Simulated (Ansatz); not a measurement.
# How settings move the results for Ru

```xyz
2
Lattice="0.0000 2.7270 2.7270 2.7270 0.0000 2.7270 2.7270 2.7270 0.0000" Properties=species:S:1:pos:R:3 pbc="T T T"
Ru    0.0000    0.0000    0.0000
Ru    1.3635    1.3635    1.3635
```

Atom numbers follow the list: Ru1, Ru2.

The structure comes from a relaxation in the same program, started in the diamond type, and has space group Fd-3m. Whether it is a known phase or the ground state wasn't checked.

All numbers below come from DFT, PBE, all-electron LAPW, scalar-relativistic (Ansatz 0.2.0).

Numerical set-up: a Γ-centred 10×10×10 k mesh, Fermi–Dirac smearing of 0.03 eV, basis error target 0.5 meV/atom, no spin polarisation. One setting is then changed at a time.

| filling | energy at zero smearing less the base's (meV/atom) | P (GPa) | cutoff chosen (eV) |
| --- | --- | --- | --- |
| Fermi–Dirac 0.03 eV (base) | 0.0 | 0.02 | 383 |
| tetrahedron | 0.7 | – | 383 |
| cold 0.15 eV | 0.0 | 0.00 | 383 |
| Gaussian 0.2 eV | 0.7 | ? | 383 |
| Gaussian 0.05 eV | 0.0 | 0.01 | 383 |
| Methfessel–Paxton 0.2 eV | 0.3 | 0.00 | 383 |

(1) Fill in "P (GPa)" for the row "Gaussian 0.2 eV".

Answers

(1) 0.11.
